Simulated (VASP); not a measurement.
Crystal: GaN.

```
Ga N
1.0
     0.00000    2.13524    2.13524
     2.13524    0.00000    2.13524
     2.13524    2.13524    0.00000
Ga N
1 1
Direct
  0.00000 0.00000 0.00000
  0.50000 0.50000 0.50000
```

Measurements of this composition are mostly on another form, of space group No. 186.

| Quantity | Value |
| --- | --- |
| Program | VASP 6.6.1 |
| Task | relaxation of cell and atoms |
| Functional | PBEsol |
| Potentials or basis | VASP PAW PBE potentials, release 64 (Ga, N) |
| Cutoff | 580 eV |
| k mesh | 14 × 14 × 14 |
| Occupations | gaussian, width 0.02 eV |
| Spin | no spin polarisation |

At the start: pressure -5.5 GPa; volume 9.74 Å³/atom.

Question: Where does the relaxation end?

Answer: Over 3 steps the energy falls by 4.0 meV/atom and the volume is 9.51 Å³/atom (-2.3 %); space group Fm-3m (No. 225, to 0.05 Å).

The path:
```
step  energy change (eV)  largest force (eV/Å)  pressure (GPa)  volume (Å³)
   1              0.0000                0.0000           -5.54        19.47
   2              0.0025                0.0000            7.01        18.54
   3             -0.0079                0.0000           -0.02        19.03
```

Final structure:
```
Ga N
1.0
     0.00000    2.11887    2.11887
     2.11887    0.00000    2.11887
     2.11887    2.11887    0.00000
Ga N
1 1
Direct
  0.00000 0.00000 0.00000
  0.50000 0.50000 0.50000
```

Caveat: the PAW data sets were made with another functional, which shifts forces and pressure a little.
